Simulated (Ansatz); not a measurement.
Mg, DFT, PBE, all-electron LAPW, scalar-relativistic (Ansatz 0.2.0), run on 1 thread of AMD EPYC 9R45 96-Core Processor (Zen 5) on a shared host.

The cell is a database entry far from equilibrium at this level of theory, probably a faulty or high-pressure entry; it serves as a test geometry alone. The listed cell was then made from it by scaling, straining or moving an atom.

Command: `ansatz run input.yaml --threads 1 --pin off --max-ram 2048MiB --backend cpu --events-out ev --progress --plain --runs-dir out`

```yaml
crystal:
  lattice:
    - [-1.4665903054, 1.4665903054, 1.4665903054]
    - [1.4665903054, -1.4665903054, 1.4665903054]
    - [1.4665903054, 1.4665903054, -1.4665903054]
  atoms:
    - { symbol: Mg, position: [0.0, 0.0, 0.0] }
kpoints:
  mp_grid: { grid: [19, 19, 19] }
scf:
  occupations: { method: fermi_dirac, width: 0.03 }
hamiltonian:
  xc: pbe
  pseudopotentials: { kind: all_electron, lapw: { basis_error: 0.0005 } }
output:
  forces: true
  stress: true
  eigenvalues: true
```

Question: How large is the problem that the program sets up?

Answer: 220 irreducible k-points, 87 plane waves at Γ, 9 bands.

Question: Estimate the wall time.

Answer: 3.3 s of wall time for 5 SCF iterations. Times on shared machines scatter by tens of per cent.
